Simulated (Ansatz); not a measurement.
# Contact densities of AgCl against volume

```yaml
crystal:
  lattice:
    - [0.00000, 2.77315, 2.77315]
    - [2.77315, 0.00000, 2.77315]
    - [2.77315, 2.77315, 0.00000]
  atoms:
    - { symbol: Ag, position: [0.50000, 0.50000, 0.50000] }
    - { symbol: Cl, position: [0.00000, 0.00000, 0.00000] }
```

Atom numbers follow the list: Ag1, Cl2.

The cell comes from COD entry 9011666, which wasn't checked; take it as a given geometry.

Theory: DFT, LDA, all-electron PAW with datasets made for the crystal, scalar-relativistic in Ansatz 0.2.0.

Numerical set-up: a Γ-centred 8×8×8 k mesh, Fermi–Dirac smearing of 0.02 eV, cutoff 260 eV (chosen by the program for this cell), no spin polarisation.

The contact density is the mean electron density over the nuclear volume; its changes follow the s electrons' response to bonding and compression. Changes below are taken from the unscaled cell, where it is 944463 e/Å³ at Ag1, 23933 e/Å³ at Cl2.

The datasets are made afresh for each cell, so very small changes are uncertain.

Question: Does compression raise or lower the contact density at Ag1?

Answer: It raises it, by 7.55 e/Å³ over the whole range.

Question: Tabulate the changes with volume.

Answer: 
```tsv
V/V(cell)	P (GPa)	Δρ(0) Ag1 (e/Å³)	Δρ(0) Cl2 (e/Å³)
0.9400	-2.7	4.03	-0.06
0.9600	-3.8	2.63	-0.04
0.9800	-4.7	1.28	-0.02
0.9900	-5.2	0.63	-0.01
1.0000	-5.6	0.00	0.00
1.0100	-5.9	-0.61	0.01
1.0200	-6.3	-1.22	0.02
1.0400	-6.9	-2.39	0.03
1.0600	-7.4	-3.52	0.04
```
